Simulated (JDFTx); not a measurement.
SnO:

```xyz
4
Lattice="3.8137 0.0000 0.0000 0.0000 3.8137 0.0000 0.0000 0.0000 4.8869" Properties=species:S:1:pos:R:3 pbc="T T T"
Sn    1.9068    0.0000    3.7367
Sn    0.0000    1.9068    1.1503
O     0.0000    0.0000    0.0000
O     1.9068    1.9068    0.0000
```

The cell is a database's computed one.

- Program: JDFTx 1.7.0 (patched build)
- Task: relaxation of cell and atoms
- Functional: PBE
- Dispersion: D3
- Potentials or basis: PseudoDojo-SR-PBE-0.5-standard with smoothed tails
- Cutoff: 1143 eV
- Density cutoff: 9143 eV
- k mesh: 5 × 5 × 4
- Occupations: fermi-dirac, width 0.05 eV
- Spin: no spin polarisation

At the start: pressure 2.8 GPa; volume 17.77 Å³/atom.

Q: How do energy, volume and symmetry change on relaxing?

A: Over 14 steps the energy falls by 5.2 meV/atom and the volume is 18.07 Å³/atom (+1.7 %); space group P4/nmm (No. 129, to 0.05 Å).

Step by step:
| step | energy change (eV) | largest force (eV/Å) | pressure (GPa) | volume (Å³) |
| --- | --- | --- | --- | --- |
| 1 | 0.0000 | 0.4551 | 2.79 | 71.08 |
| 2 | -0.0063 | 0.3362 | 2.27 | 71.24 |
| 3 | -0.0162 | 0.0489 | 0.92 | 71.75 |
| 4 | -0.0179 | 0.0108 | 0.52 | 71.98 |
| 5 | -0.0190 | 0.0322 | 0.26 | 72.18 |
| 6 | -0.0200 | 0.0512 | -0.07 | 72.45 |
| 7 | -0.0204 | 0.0407 | -0.23 | 72.62 |
| 8 | -0.0207 | 0.0115 | -0.08 | 72.53 |
| 9 | -0.0207 | 0.0153 | -0.04 | 72.48 |
| 10 | -0.0207 | 0.0211 | 0.04 | 72.38 |
| 11 | -0.0208 | 0.0195 | 0.12 | 72.23 |
| 12 | -0.0209 | 0.0198 | -0.07 | 72.23 |
| 13 | -0.0209 | 0.0145 | -0.07 | 72.26 |
| 14 | -0.0209 | 0.0062 | -0.06 | 72.28 |

Final structure:
```cif
data_structure
_symmetry_space_group_name_H-M 'P 1'
_symmetry_Int_Tables_number 1
_cell_length_a 3.8577
_cell_length_b 3.8577
_cell_length_c 4.8565
_cell_angle_alpha 90.000
_cell_angle_beta 90.000
_cell_angle_gamma 90.000
_cell_volume 72.28
loop_
_atom_site_label
_atom_site_type_symbol
_atom_site_fract_x
_atom_site_fract_y
_atom_site_fract_z
_atom_site_occupancy
Sn1 Sn 0.50000 0.00000 0.76117 1
Sn2 Sn 0.00000 0.50000 0.23883 1
O1 O 0.00000 0.00000 0.00000 1
O2 O 0.50000 0.50000 0.00000 1
```

Caveat: the k mesh is coarse.
